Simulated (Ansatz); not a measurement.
ZnO: energy above given cell and pressure against volume ratio

All results are calculated (Ansatz 0.2.0). Plane-wave density functional theory, PAW datasets, Gaussian smearing 0.05 eV: equation of state, the given cell scaled in volume with shape and atoms relaxed at each volume.

The cell before it is scaled or strained (space group P6_3mc, No. 186):
```
cell vectors (Å)
   3.2300     0.0000     0.0000
  -1.6150     2.7973     0.0000
   0.0000     0.0000     5.2144
atoms (fractions of the cell vectors)
Zn  0.33330  0.66670  0.00160
Zn  0.66670  0.33330  0.50160
O   0.33330  0.66670  0.38050
O   0.66670  0.33330  0.88050
```

Settings of every row: paw set soft_2; functional PBEsol; spin treatment none; moment partition spheres; spin axis none; wave cutoff 420 eV; k mesh 12x12x6; symmetry use detected.

Atom hubbard u: 0 on all atoms.

| row | volume ratio | V (Å³/atom) | energy above given cell (meV per atom) | pressure (GPa) |
| --- | --- | --- | --- | --- |
| 1 | 0.96 | 11.307 | 9.17 | 6.469 |
| 2 | 0.98 | 11.543 | ? | ? |
| 3 | 1 | 11.778 | 0 | -0.006 |
| 4 | 1.02 | 12.014 | 2.08 | -2.749 |
| 5 | 1.04 | 12.249 | 7.93 | -5.211 |

Question: what energy above given cell and pressure should row 2 give?

Worked fit of energy above given cell. Take u = (V_r/V)^(2/3) − 1 with V_r = 11.896 Å³ an atom, which is twice the finite (Eulerian) strain; such expansions in the strain, on which the Birch-Murnaghan equation of state is built, carry the rest volume and the bulk modulus. The shown rows have u = 0.03443, 0.00667, -0.00656, -0.01931. Least squares give energy above given cell = 0.529 − 155.68 × u + 11809.3 × u² meV per atom; a straight line predicts inner rows, each left out in turn, worse (root mean square 5.2 against 0.044 meV per atom). The rows lie off it by 0.00, -0.02, 0.02, -0.01. Its lowest point lies at u = 0.0066, or V = 11.78 Å³ an atom, and the curvature there gives the bulk modulus with shape and atoms relaxed, B = (4/9)(1 + u)² E″(u)/V = 145 GPa. The withheld row has u = 0.02029, so the fit gives 0.529 − 155.68 × (0.02029) + 11809.3 × (0.02029)² = 2.23 meV per atom.

The calculation gave 2.21 meV per atom. The fit lies 0.02 meV per atom (0.22 % of the column's range) above it; its largest miss of a shown row is 0.02 meV per atom.

Worked fit of pressure. Take u = (V_r/V)^(2/3) − 1 with V_r = 11.896 Å³ an atom, which is twice the finite (Eulerian) strain; such expansions in the strain, on which the Birch-Murnaghan equation of state is built, carry the rest volume and the bulk modulus. The shown rows have u = 0.03443, 0.00667, -0.00656, -0.01931. Least squares give pressure = −1.4164 + 208.103 × u + 607.1 × u² GPa; a straight line predicts inner rows, each left out in turn, worse (root mean square 0.27 against 0.013 GPa). The rows lie off it by 0.001, -0.005, 0.006, -0.003 (root mean square 0.0042 GPa). The pressure vanishes at u = 0.0067, or V = 11.78 Å³ an atom, and there the bulk modulus with shape and atoms relaxed is B = −V dP/dV = (2/3)(1 + u) dP/du = 145 GPa. The withheld row has u = 0.02029, so the fit gives −1.4164 + 208.103 × (0.02029) + 607.1 × (0.02029)² = 3.056 GPa.

The calculation gave 3.054 GPa. The fit lies 0.002 GPa (0.017 % of the column's range) above it; its largest miss of a shown row is 0.006 GPa.
